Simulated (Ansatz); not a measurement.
**BaO: zone-centre modes**

Computed with DFT PBE, scalar-relativistic, plane waves, PAW in Ansatz. Cutoff 420 eV, Γ-centred 12×12×8 k-points, Gaussian smearing of 0.05 eV. No spin polarisation.

Zero of the scan (relaxed at this level):

```xyz
4
Lattice="0.0000 -2.7867 -2.7867 -2.7867 0.0000 -2.7867 2.7867 2.7867 -5.5733" Properties=species:S:1:pos:R:3 pbc="T T T"
Ba    0.0000    0.0000    0.0000
Ba    0.0000    0.0000   -5.5733
O     0.0000    0.0000   -8.3600
O     0.0000    0.0000   -2.7867
```

Harmonic modes by finite displacements of 0.02 Å, without the LO–TO term. The cell doubles the primitive one, so its zone centre also holds the primitive cell's point q = (0, 0, 1/2).

Problem. At this geometry, is the structure stable against these modes?

Solution. Yes: no mode is imaginary beyond 10 cm⁻¹, and only the three translations lie near zero.

Problem. List the wavenumbers in cm⁻¹.

Solution. 0, 0, 0, 55, 55, 71, 71, 72, 156, 198, 198, 368.

Cost: 1 run of about 4.4 core-minutes, on Intel Xeon Platinum 8488C (Sapphire Rapids) (shared hosts).